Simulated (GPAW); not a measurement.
# ZrC (Fm-3m) in GPAW: notebook

Runs on ZrC. Level: PBEsol. Tasks: single point.

Everything below comes from runs of GPAW 26.7.0. Logs are shortened: lines on timing, memory, paths and dates and some standing lists are left out, and cuts for length are marked. The log counts tension as positive stress, the text compression.

## (1) Starting point

Symmetry: Fm-3m, No. 225, cubic system. Conventional cell: a = 4.730 Å, b = 4.730 Å, c = 4.730 Å, α = 90.00°, β = 90.00°, γ = 90.00°. Around Zr (site symmetry m-3m) lie 6 C at 2.37 Å. C (site symmetry m-3m) is surrounded by 6 Zr at 2.37 Å.

## (2) Single point, PBEsol, 13.23 Å³/atom

run.py reads:

```python
from ase import Atoms
from ase.dft.bandgap import bandgap
from ase.io import write
from ase.units import GPa
from gpaw import GPAW, PW, setup_paths

setup_paths.insert(0, '.')

atoms = Atoms(['Zr', 'C'],
              cell=[[0.0, 2.2704, 2.5661892361],
                    [2.2704, 0.0, 2.5661892361],
                    [2.2704, 2.2704, 0.0]],
              scaled_positions=[[0.5, 0.5, 0.5],
                                [0.0, 0.0, 0.0]],
              pbc=True)

calc = GPAW(mode=PW(800),
            xc='PBEsol',
            kpts={'size': (10, 10, 10), 'gamma': True},
            occupations={'name': 'fermi-dirac', 'width': 0.05},
            nbands=18,
            convergence={'density': 1e-05, 'energy': 1e-05},
            maxiter=150,
            txt='gpaw.txt')
atoms.calc = calc
energy = atoms.get_potential_energy()
forces = atoms.get_forces()
stress = atoms.get_stress()
calc.write('gs.gpw')
write('result.traj', atoms)
print(f'Energy: {energy:.6f} eV')
print('Forces (eV/A):')
print(forces.round(4))
print('Stress (GPa):', (stress / GPa).round(3))
print('Fermi level:', round(calc.get_fermi_level(), 4), 'eV')
print(f'Gap: {bandgap(calc)[0]:.4f} eV, direct: {bandgap(calc, direct=True)[0]:.4f} eV')
```

Potentials or basis: PAW data sets generated in the run's folder for this functional, pw.

Command:

```bash
$ gpaw-setup -f PBEsol C Zr
$ OMP_NUM_THREADS=1 python run.py
```

gpaw.txt:

```text
__  _  _
 | _ |_)|_||  |
 |__||  | ||/\| - 26.7.0

Input parameters:
  mode=PW(ecut=800.0),
  convergence={'density': 1e-05, 'energy': 1e-05},
  kpts=MonkhorstPack(size=(10, 10, 10), gamma=True),
  maxiter=150,
  nbands=18,
  occupations=Occupations(name='fermi-dirac', width=0.05),
  xc=XC(name='PBEsol')

Diagonalizing LCAO Hamiltonian
Converting LCAO to pw mode

              Zr

       C

Atoms  # Å, Bohr magnetons
|   | symbol |        x |        y |        z |    initial magnetic moments |
|---|--------|----------|----------|----------|-----------------------------|
| 0 |     Zr | 2.270400 | 2.270400 | 2.566189 | ( 0.0000,  0.0000,  0.0000) |
| 1 |      C | 0.000000 | 0.000000 | 0.000000 | ( 0.0000,  0.0000,  0.0000) |

Unit cell  # Å
| periodic |        x |        y |        z |  lengths |    angles |
|----------|----------|----------|----------|----------|-----------|
|      yes | 0.000000 | 2.270400 | 2.566189 | 3.426375 | 62.060024 |
|      yes | 2.270400 | 0.000000 | 2.566189 | 3.426375 | 62.060024 |
|      yes | 2.270400 | 2.270400 | 0.000000 | 3.210830 | 55.879952 |

Number of symmetries: 16
Symmetry operations  # r_c * U_cc + t_c -> r_c
|    | kind |            matrix            |
|----|------|------------------------------|
|  0 |  σ   |  1, 0, 0,  1, 0,-1,  1,-1, 0 |
|  1 |  E   |  1, 0, 0,  0, 1, 0,  0, 0, 1 |
|  2 |  C4  |  1, 0,-1,  1, 0, 0,  1,-1, 0 |
|  3 |  σ   |  1, 0,-1,  0, 1,-1,  0, 0,-1 |
|  4 |  σ   |  0, 1, 0,  1, 0, 0,  0, 0, 1 |
|  5 |  C4  |  0, 1, 0,  0, 1,-1, -1, 1, 0 |
|  6 |  C2  |  0, 1,-1,  1, 0,-1,  0, 0,-1 |
|  7 |  σ   |  0, 1,-1,  0, 1, 0, -1, 1, 0 |
|  8 |  C2  |  0,-1, 1,  0,-1, 0,  1,-1, 0 |
|  9 |  σ   |  0,-1, 1, -1, 0, 1,  0, 0, 1 |
| 10 |  S4  |  0,-1, 0,  0,-1, 1,  1,-1, 0 |
| 11 |  C2  |  0,-1, 0, -1, 0, 0,  0, 0,-1 |
| 12 |  C2  | -1, 0, 1,  0,-1, 1,  0, 0, 1 |
| 13 |  S4  | -1, 0, 1, -1, 0, 0, -1, 1, 0 |
| 14 |  i   | -1, 0, 0,  0,-1, 0,  0, 0,-1 |
| 15 |  C2  | -1, 0, 0, -1, 0, 1, -1, 1, 0 |

BZ-sampling:
  Number of BZ points: 1000
  Number of IBZ points: 102

  Monkhorst-Pack size: [10, 10, 10]
  Monkhorst-Pack shift: [0.05, 0.05, 0.05]

K-points  # in reciprocal-cell coordinates
|     |                                coordinates |     weight |
|-----|--------------------------------------------|------------|
|   0 | (  0.00000000,   0.00000000,   0.00000000) | 0.00100000 |
|   1 | (  0.10000000,   0.00000000,   0.10000000) | 0.00400000 |
|   2 | (  0.10000000,   0.10000000,   0.00000000) | 0.00200000 |
|   3 | (  0.10000000,   0.10000000,   0.10000000) | 0.00800000 |
|   4 | (  0.10000000,   0.10000000,   0.20000000) | 0.00400000 |
|   5 | (  0.20000000,   0.00000000,   0.20000000) | 0.00400000 |
|   6 | (  0.20000000,   0.10000000,   0.10000000) | 0.00800000 |
|   7 | (  0.20000000,   0.10000000,   0.20000000) | 0.01600000 |
|   8 | (  0.20000000,   0.10000000,   0.30000000) | 0.00800000 |
|   9 | (  0.20000000,   0.20000000,   0.00000000) | 0.00200000 |
| ... |                                            |            |
| 101 | (  0.50000000,   0.50000000,   0.50000000) | 0.00400000 |

Plane wave coefficients: 1387
Cutoff: 800.0 eV

Spin-components: 1 (collinear spins)
Bands:           18
Projectors:      11
Spin-degeneracy: 2
Datatype:        complex128

Parallelization:
  kpt:    1
  domain: 1
  band:   1

Density:
  Valence electrons: 16.0
  Components: 1
  Grid points: [24 24 24]
  Charge: 0.0  # |e|

Potential:
  Grid points: [24 24 24]

species:
  Zr:
    name:    Zirconium
    Z:       40.0
    valence: 12
    core:    28
    charge:  0.0  # [|e|]
    compensation charges:
      type: gauss
      rc: 0.40  # [Å]
      lmax: 2
    cutoffs:
      filter: 2.39  # [Å]
      core: 1.59  # [Å]
    projectors
    | kind |    occ | energy [eV] | rcut [Å] |
    |------|--------|-------------|----------|
    |   4s |  2.000 |     -54.429 |    1.323 |
    |   5s |  2.000 |      -4.463 |    1.323 |
    |   4p |  6.000 |     -32.434 |    1.334 |
    |   5p |  0.000 |      -1.454 |    1.334 |
    |   4d |  2.000 |      -3.613 |    1.244 |
    |    d |        |      23.598 |    1.244 |

    Using partial waves for Zr as LCAO basis

  C:
    name:    Carbon
    Z:       6.0
    valence: 4
    core:    2
    charge:  0.0  # [|e|]
    compensation charges:
      type: gauss
      rc: 0.20  # [Å]
      lmax: 2
    cutoffs:
      filter: 1.14  # [Å]
      core: 1.14  # [Å]
    projectors
    | kind |    occ | energy [eV] | rcut [Å] |
    |------|--------|-------------|----------|
    |   2s |  2.000 |     -13.648 |    0.635 |
    |   2p |  2.000 |      -5.232 |    0.635 |
    |    s |        |      13.563 |    0.635 |
    |    p |        |      21.979 |    0.635 |
    |    d |        |       0.000 |    0.635 |

    Using partial waves for C as LCAO basis

Reference energy: -98860.812846  # eV

eigensolver:
  PPCG
  Converge bands: occupied
  niter=2

density mixing:
  MSR1-Mixer
  Pratt-step length: 0.05
  Maximum mixing coefficient: 0.75
  Old densities: 10
  SVD Regularization: 0.005
  Good broyden scale: 1.0
  Trust region scale: 1.0
  Backstep threshold: 4.0
  History deletion threshold: 6.0
  Fourier metric: weight=20.0, sigma=0.015

occupation numbers:
  Fermi-Dirac:
    width: 0.0500  # eV

poisson solver:
  ecut: 6400.0  # eV

xc functional:
  name: PBEsol with 2 nearest neighbor stencil

convergence criteria:
- Maximum integral of absolute [dens]ity change: 1e-05 electrons / valence electron
- Maximum [total energy] change in last 3 cyles: 1e-05 eV / valence electron
- Maximum integral of absolute [eigenst]ate change: 4e-08 eV^2 / valence electron
maximum number of iterations: 150

SCF iterations
|iter     | |      energy | eigst |  dens |
|---------|-|-------------|-------|-------|
|iter:   1| |  -21.046419 | -0.01 |       |
|iter:   2| |  -20.448173 | -1.68 | -0.81 |
|iter:   3| |  -19.210111 | -1.14 | -0.88 |
|iter:   4| |  -19.206678 | -2.88 | -1.59 |
|iter:   5| |  -19.208422 | -2.95 | -1.81 |
|iter:   6| |  -19.208430 | -4.82 | -2.74 |
|iter:   7| |  -19.208440c| -5.99 | -3.30 |
|iter:   8| |  -19.208440c| -7.80c| -4.22 |
|iter:   9| |  -19.208440c| -7.77c| -4.87 |
|iter:  10| |  -19.208440c| -8.81c| -5.71c|

Converged in 10 steps
Energy contributions relative to reference atoms: (reference = -98860.812846)

Energy contributions:
  Kinetic:          11.955956
  Coulomb:         -14.013046
  Zero:              0.369984
  External:          0.000000
  Xc:              -17.519814
  Entropy:          -0.003039
  Spinorbit:         0.000000
  ----------------------------
  Free energy:     -19.209959
  Extrapolated:    -19.208440

dipole moment: (-9.037141, -9.037141, -10.214506)  # |e|*Ang

Fermi level: 10.164
Eigenvalues  # (at kpt = [0.000, 0.000, 0.000])
| band index |      eig [eV] | occ [0-2] |
|------------|---------------|-----------|
|          0 |       -37.882 |     2.000 |
|          1 |       -15.767 |     2.000 |
|          2 |       -15.599 |     2.000 |
|          3 |       -15.599 |     2.000 |
|          4 |        -1.120 |     2.000 |
|          5 |        10.439 |     0.008 |
|          6 |        10.715 |     0.000 |
|          7 |        11.253 |     0.000 |
|          8 |        11.253 |     0.000 |
|          9 |        11.594 |     0.000 |
|         10 |        11.644 |     0.000 |
|         11 |        11.644 |     0.000 |
|         12 |        13.560 |     0.000 |
|        ... |               |           |
|         17 |        32.249 |     0.000 |

No gap
No difference between direct/indirect transitions

Forces  # eV/Ang
|        x |       y |       z |
|----------|---------|---------|
| -0.00000 | 0.00000 | 0.00000 |  # Zr   0
|  0.00000 | 0.00000 | 0.00000 |  # C    1

Stress tensor  # eV/Ang^3
|         x |         y |        z |
|-----------|-----------|----------|
| -0.053502 |  0.000000 | 0.000000 |
|  0.000000 | -0.053502 | 0.000000 |
|  0.000000 |  0.000000 | 0.168722 |

# Writing to gs.gpw (mode='')
```

Run time: 93 s. Hardware: 1 thread of Arm Neoverse N1, shared host; peak memory 0.21 GiB.

Results:

| Property | Result |
| --- | --- |
| Free energy | -19.2100 eV |
| Pressure | -3.3 GPa |
| Band gap on the k mesh | none (metal or under the smearing width) |

Caveat: the density grid can change from cell to cell, which puts small steps into energies and stress.

## (3) Single point, PBEsol, 13.23 Å³/atom

Changes to run.py since step 2:

```diff
@@ -9,5 +9,5 @@
 atoms = Atoms(['Zr', 'C'],
-              cell=[[0.0, 2.2704, 2.5661892361],
-                    [2.2704, 0.0, 2.5661892361],
-                    [2.2704, 2.2704, 0.0]],
+              cell=[[0.0, 2.3177, 2.4625156185],
+                    [2.3177, 0.0, 2.4625156185],
+                    [2.3177, 2.3177, 0.0]],
               scaled_positions=[[0.5, 0.5, 0.5],
```

Potentials or basis: PAW data sets generated in the run's folder for this functional, pw.

Command:

```bash
$ gpaw-setup -f PBEsol C Zr
$ OMP_NUM_THREADS=1 python run.py
```

It took 93 s on 1 thread of Arm Neoverse N1, shared host; peak memory 0.2 GiB.

The run converged. Its results:

```yaml
Free_energy: -19.3936 eV
Pressure: -7.8 GPa
Band_gap_on_the_k_mesh: none (metal or under the smearing width)
```

Caveat: the density grid can change from cell to cell, which puts small steps into energies and stress.

## (4) For comparison

An earlier run on the cell as given: functional PBEsol; potentials or basis PAW data sets generated in the run's folder for this functional; cutoff 800 eV; basis pw; k mesh 10 × 10 × 10; occupations fermi-dirac, width 0.05 eV; no spin polarisation.

- Pressure: -9.3 GPa
- Band gap on the k mesh: none (metal or under the smearing width)
